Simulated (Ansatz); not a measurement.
Ti under changes of volume

One of the cells (17.020 Å³/atom); the others are scaled copies at fixed shape and fractional positions:

```
Ti
1.0
     4.56737    0.00000    0.00000
    -2.28369    3.95546    0.00000
     0.00000    0.00000    2.82624
Ti
3
Direct
  0.66667 0.33333 0.50000
  0.33333 0.66667 0.50000
  0.00000 0.00000 0.00000
```

This isn't the form of Ti at room conditions, which is hcp.

* Program: Ansatz 0.2.0
* Functional: PBE
* Potentials or basis: Ansatz PAW
* Cutoff: 420 eV (not typed: the program's choice for these potentials)
* k mesh: 7 × 7 × 9
* Occupations: fermi-dirac, width 0.05 eV
* Spin: no spin polarisation

| volume (Å³/atom) | energy over the lowest point (meV/atom) | pressure (GPa) |
| --- | --- | --- |
| 15.999 | ? | ? |
| 16.339 | 13.86 | 5.9 |
| 16.679 | 4.24 | 3.2 |
| 17.020 | 0.00 | 0.8 |
| 17.360 | 0.68 | -1.4 |
| 17.701 | 5.83 | -3.4 |
| 18.041 | 15.08 | -5.2 |

**Question.** What does the run at 15.999 Å³/atom give?

**Answer.** Energy over the lowest point 29.39 meV/atom; pressure 8.8 GPa.

Worked out: A Birch-Murnaghan fit of order 3 (a polynomial in V^(-2/3)) to the other rows has its minimum at 17.14 Å³/atom with B0 = V·E''(V) = 113 GPa and B' = 3.6 at fixed shape and positions, which overstates the stiffness. It gives 29.36 meV/atom at 15.999 Å³/atom, against the run's 29.39, and -dE/dV = 8.8 GPa, against 8.8.

Energies are extrapolated to zero smearing.
